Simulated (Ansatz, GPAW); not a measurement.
This is a calculation of SiC (Moissanite 3C) for Ansatz 0.2.0. 

input.yaml

```yaml
crystal:
  lattice:
    - [0.0, 2.179, 2.179]
    - [2.179, 0.0, 2.179]
    - [2.179, 2.179, 0.0]
  atoms:
    - { symbol: Si, position: [0.0, 0.0, 0.0] }
    - { symbol: C, position: [0.75, 0.75, 0.75] }
hamiltonian:
  xc: pbesol
  pseudopotentials: { kind: paw }
kpoints:
  mp_grid: { grid: [10, 10, 10] }
scf:
  occupations: { method: gaussian, width: 0.1 }
output:
  forces: true
  stress: true
  eigenvalues: true
```

Potentials or basis: Ansatz PAW.

The run is started by

```bash
$ ansatz run input.yaml --threads 2 --pin off --max-ram 5632MiB --backend cpu --events-out ev --progress --plain --runs-dir out
```

Task: What does the same run look like in GPAW 26.7.0 (ASE script)? Potentials or basis there: PAW data sets generated for this functional, cutoff 800 eV.

Result: As run (cutoffs and basis follow the program's own potentials, and thresholds, step limits or extra output files can differ):

File run.py:

```python
from ase import Atoms
from ase.dft.bandgap import bandgap
from ase.io import write
from ase.units import GPa
from gpaw import GPAW, PW, setup_paths

setup_paths.insert(0, '.')

atoms = Atoms(['Si', 'C'],
              cell=[[0.0, 2.179, 2.179],
                    [2.179, 0.0, 2.179],
                    [2.179, 2.179, 0.0]],
              scaled_positions=[[0.0, 0.0, 0.0],
                                [0.75, 0.75, 0.75]],
              pbc=True)

calc = GPAW(mode=PW(800),
            xc='PBEsol',
            kpts={'size': (10, 10, 10), 'gamma': True},
            occupations={'name': 'methfessel-paxton', 'order': 0, 'width': 0.1},
            nbands=11,
            convergence={'density': 1e-05, 'energy': 1e-05},
            maxiter=150,
            txt='gpaw.txt')
atoms.calc = calc
energy = atoms.get_potential_energy()
forces = atoms.get_forces()
stress = atoms.get_stress()
calc.write('gs.gpw')
write('result.traj', atoms)
print(f'Energy: {energy:.6f} eV')
print('Forces (eV/A):')
print(forces.round(4))
print('Stress (GPa):', (stress / GPa).round(3))
print('Fermi level:', round(calc.get_fermi_level(), 4), 'eV')
print(f'Gap: {bandgap(calc)[0]:.4f} eV, direct: {bandgap(calc, direct=True)[0]:.4f} eV')
```

Potentials or basis: PAW data sets generated in the run's folder for this functional, pw.

Run with:

```console
$ gpaw-setup -f PBEsol C Si
$ OMP_NUM_THREADS=1 python run.py
```

Both were run:

|  | Ansatz | GPAW |
| --- | --- | --- |
| Pressure | -0.2 GPa | 1.0 GPa |

Ansatz's pressure holds a Pulay term of +0.30 GPa for its cutoff of 420 eV, which the other run lacks.

Ansatz's potentials were made for PBE.

Where Ansatz's input types no cutoff or centring, it takes its own default and a Γ-centred mesh.

Pressure is positive in compression.
